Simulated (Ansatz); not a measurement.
Input and command of a plane-wave DFT calculation in Ansatz:

```yaml
crystal:
  lattice:
    - [-2.37405, 2.37405, 3.744]
    - [2.37405, -2.37405, 3.744]
    - [2.37405, 2.37405, -3.744]
  atoms:
    - { symbol: Si, position: [0.0, 0.0, 0.0] }
    - { symbol: Si, position: [0.75, 0.25, 0.5] }
    - { symbol: O, position: [0.99838, 0.625, 0.87338] }
    - { symbol: O, position: [0.375, 0.24838, 0.37338] }
    - { symbol: O, position: [0.75162, 0.125, 0.12662] }
    - { symbol: O, position: [0.875, 0.00162, 0.62662] }
basis:
  ecutwfc: 90
kpoints:
  mp_grid: { grid: [8, 8, 8] }
hamiltonian:
  xc: r2scan
scf:
  occupations: { method: gaussian, width: 0.02 }
  max_iter: 59
output:
  forces: true
  stress: true
  eigenvalues: true
```

```bash
ansatz run input.yaml --threads 1 --pin off --max-ram 2560MiB --backend cpu --events-out ev --progress --plain --runs-dir out
```

Processor: Intel(R) Xeon(R) 6975P-C (Granite Rapids), 1 thread, on a host shared with other jobs.

**Question.** How long does it run, and how much memory does it take?

**Answer.** About 1.6 s on 1 thread of Intel(R) Xeon(R) 6975P-C (Granite Rapids), with other jobs on the host, peak memory 0.3 GiB. It solves 22 bands at 59 k points (the mesh reduced by symmetry) with about 169 plane waves, in 8 SCF iterations.
